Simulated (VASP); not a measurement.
Here is a VASP 6.6.1 calculation.

File INCAR:

```
PREC = Accurate ; ENCUT = 600
EDIFF = 1E-6 ; ISMEAR = 0
SIGMA = 0.03 ; LREAL = False
LASPH = True ; NELM = 80
ALGO = Normal ; ISIF = 3
LWAVE = False ; LCHARG = False
GGA = PS ; IBRION = 2
NSW = 90 ; EDIFFG = -0.01
KPAR = 4
```

The input KPOINTS:

```
regular mesh
0
Gamma
  9 9 4
```

File POSCAR:

```
CdS
1.0
    4.1500000000      0.0000000000      0.0000000000
   -2.0750000000      3.5940054300      0.0000000000
    0.0000000000      0.0000000000      6.7370000000
Cd S
2 2
Direct
    0.3333333300      0.6666666700      0.0000000000
    0.6666666700      0.3333333300      0.5000000000
    0.3333333300      0.6666666700      0.3750000000
    0.6666666700      0.3333333300      0.8750000000
```

Potentials or basis: VASP PAW PBE potentials, release 64 (Cd, S).

Command:

```bash
$ cat potpaw_PBE.64/Cd/POTCAR potpaw_PBE.64/S/POTCAR > POTCAR
$ mpirun -np 4 vasp_std > vasp.out
```

(1) What does it give for the relaxed cell?

(2) Predict the band gap on the k mesh.

Answers

(1) a = 4.129 Å, b = 4.129 Å, c = 6.732 Å, α = 90.00°, β = 90.00°, γ = 120.00°.

(2) 1.08 eV, direct.
